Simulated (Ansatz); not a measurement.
NbC: the change of pressure with volume scale

Results calculated with Ansatz 0.2.0, not measured. Periodic Kohn-Sham DFT of a crystal at fixed atoms, scaled to volume_scale times the given cell; pressure positive in compression, energy less spherical unpolarised free atoms, largest_vzz the field gradient of largest size among the nuclei.

The cell before it is scaled or strained (space group Fm-3m, No. 225):
```
cell vectors (Å)
   0.0000     2.2000     2.2000
   2.2000     0.0000     2.2000
   2.2000     2.2000     0.0000
atoms (fractions of the cell vectors)
Nb  0.00000  0.00000  0.00000
C   0.50000  0.50000  0.50000
```

Settings of every row: method frozen-core PAW; functional PBE; relativity scalar; k mesh 14x14x14; filling fermi-dirac; smearing width 0.08 eV; wave cutoff 420 eV; paw set soft_2.

Atom start moment: 0 on all atoms.

```csv
row,volume scale,V (Å³/atom),pressure (GPa)
1,0.94,10.009,46.046
2,0.9405,10.014,45.791
3,0.96,10.222,36.307
4,0.97,10.329,?
5,0.98,10.435,27.493
6,1,10.648,19.511
7,1.01,10.754,15.806
8,1.02,10.861,12.28
9,1.03,10.967,8.925
10,1.04,11.074,5.73
11,1.06,11.287,-0.204
```

Question: what pressure should row 4 give?

Worked fit of pressure. Take u = (V_r/V)^(2/3) − 1 with V_r = 10.701 Å³ an atom, which is twice the finite (Eulerian) strain; such expansions in the strain, on which the Birch-Murnaghan equation of state is built, carry the rest volume and the bulk modulus. The shown rows have u = 0.04558, 0.04523, 0.031, 0.01692, 0.00332, -0.00329, -0.00985, -0.01624, -0.02258, -0.03492. Least squares give pressure = 17.6379 + 559.336 × u + 1396.3 × u² GPa; a straight line predicts inner rows, each left out in turn, worse (root mean square 0.83 against 0.011 GPa). The rows lie off it by 0.013, -0.002, -0.012, -0.009, 0.001, -0.007, 0.016, 0.002, 0.010, -0.013 (root mean square 0.0099 GPa). The pressure vanishes at u = -0.0345, or V = 11.28 Å³ an atom, and there the bulk modulus at fixed shape and fractions is B = −V dP/dV = (2/3)(1 + u) dP/du = 298 GPa. The withheld row has u = 0.02387, so the fit gives 17.6379 + 559.336 × (0.02387) + 1396.3 × (0.02387)² = 31.785 GPa.

The calculation gave 31.79 GPa. The fit lies 0.005 GPa (0.011 % of the column's range) below it; its largest miss of a shown row is 0.016 GPa.
